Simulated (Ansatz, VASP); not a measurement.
**One calculation of Ge, two programs**

File INCAR:

```
SYSTEM = Ge
PREC = Accurate ; ENCUT = 520
EDIFF = 1E-6 ; ISMEAR = -1
SIGMA = 0.08 ; LREAL = .FALSE.
LASPH = .TRUE. ; NELM = 60
ALGO = Normal ; ISIF = 2
LWAVE = .FALSE. ; LCHARG = .FALSE.
NBANDS = 13
```

Contents of KPOINTS:

```
Automatic mesh
0
G
  15 15 15
  0 0 0
```

POSCAR

```
Ge
1.0
    2.5332355136      0.0000000000      0.0000000000
    0.0000000000      2.5332355136      0.0000000000
    0.0000000000      0.0000000000      2.5332355136
Ge
1
Direct
    0.0000000000      0.0000000000      0.0000000000
```

Input for Ansatz:

```yaml
crystal:
  lattice:
    - [2.5332355136, 0.0, 0.0]
    - [0.0, 2.5332355136, 0.0]
    - [0.0, 0.0, 2.5332355136]
  atoms:
    - { symbol: Ge, position: [0.0, 0.0, 0.0] }
kpoints:
  mp_grid: { grid: [15, 15, 15] }
scf:
  occupations: { method: fermi_dirac, width: 0.08 }
hamiltonian:
  xc: lda
  pseudopotentials: { kind: all_electron, lapw: { basis_error: 0.001 } }
output:
  forces: true
  stress: true
  eigenvalues: true
  populations: true
```

Change from the starting cell: volume scaled by 0.88, LAPW.

Alike in both runs: task single point; functional LDA; k mesh 15 × 15 × 15; occupations fermi-dirac, width 0.08 eV; no spin polarisation.

|  | VASP | Ansatz |
| --- | --- | --- |
| version | VASP 6.6.1 | Ansatz 0.2.0 |
| potentials or method | VASP PAW LDA potentials, release 64 (Ge_d) | all-electron LAPW, scalar-relativistic |
| plane-wave cutoff (eV) | 520 | see its input |

|  | VASP | Ansatz | Ansatz less VASP |
| --- | --- | --- | --- |
| pressure (GPa) | 14.4 | 14.2 | -0.20 |

Ansatz ran all-electron here, so the differences hold the error of VASP's frozen core and of both bases.
